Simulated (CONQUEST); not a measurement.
The system is Pb.

```
CELL_PARAMETERS angstrom
3.50021 0.00000 0.00000
0.00000 3.50021 0.00000
0.00000 0.00000 4.95004
ATOMIC_POSITIONS crystal
Pb 0.00000 0.00000 0.00000
Pb 0.50000 0.50000 0.50000
```

Base run:

| Item | Value |
| --- | --- |
| Program | CONQUEST 1.3 |
| Functional | PBE |
| Potentials or basis | PseudoDojo NC PBE, DZP, grid cutoff 120 Ha |
| k mesh | 8 × 8 × 6 |
| Occupations | fermi-dirac, width 0.05 eV |
| Spin | no spin polarisation |

Its results: band gap on the k mesh none (metal or under the smearing width); pressure 3.0 GPa.

The run is repeated on the same cell with these changes: potentials or basis from PseudoDojo NC PBE, DZP, grid cutoff 120 Ha to PseudoDojo NC PBE, SZP, grid cutoff 120 Ha. What comes out?

Band gap on the k mesh none (metal or under the smearing width); pressure 4.1 GPa.

Caveats: the box holds several primitive cells, so bands are folded and the points are those of the box's own zone; the basis of atomic orbitals isn't converged, which shifts pressures, moduli and gaps; the atomic basis is small (some runs); the real-space grid breaks the cell's symmetry a little (some runs).
